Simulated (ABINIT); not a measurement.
Runs of ABINIT 10.8.3 (patched build) on PtSe2 (Sudovikovite). It takes space group P-3m1 (No. 164, trigonal). The conventional cell has a = 3.724 Å, b = 3.724 Å, c = 5.062 Å, α = 90.00°, β = 90.00°, γ = 120.00°. Pt (site symmetry -3m) is surrounded by 6 Se at 2.49 Å. Se (site symmetry 3m) has 3 Pt at 2.49 Å as nearest neighbours. 

```tsv
task	level	potentials or basis	k mesh	mesh quality	gap on the mesh (eV)	pressure (GPa)	largest force (eV/Å)
band structure	SOGGA	JTH PAW PBE v2.0	8 × 8 × 5	not flagged	none	1.2	0.36
single point	PBEsol	JTH PAW PBE v2.0	5 × 5 × 3	coarse	none	2.7	0.35
single point	PBEsol	JTH PAW PBE v2.0	10 × 10 × 6	not flagged	none	2.8	0.41
band structure	AM05	JTH PAW PBE v2.0	8 × 8 × 5	not flagged	none	2.6	0.29
band structure	RPBE	JTH PAW PBE v2.0	8 × 8 × 5	not flagged	none	10.3	0.73
band structure	BLYP	JTH PAW PBE v2.0	8 × 8 × 5	not flagged	none	(a)	1.11
single point	PBEsol	JTH PAW PBE v2.0	3 × 3 × 2	coarse	none	2.6	0.30
single point	LDA	JTH PAW LDA v2.0	5 × 5 × 3	coarse	none	(b)	0.17
```

Alike in all rows: no spin polarisation; cell as given; cutoff (eV) 544; smearing fermi-dirac 0.05 eV.

**Question.** Estimate the missing entries.

**Answer.** (a) 15.0; (b) -0.2.

Caveats: some runs use coarse meshes; the atomic spheres overlap; the PAW data sets were made with another functional, which shifts forces and pressure a little (some runs); spin-orbit coupling is left out, which moves the levels of the heavy elements (some runs).

A k mesh can miss the band edges, and the runs leave out spin-orbit coupling on Pt, Se.

A gap of «none» marks a metal or a gap under the smearing width.

Runs at the PBE level aren't shown here.
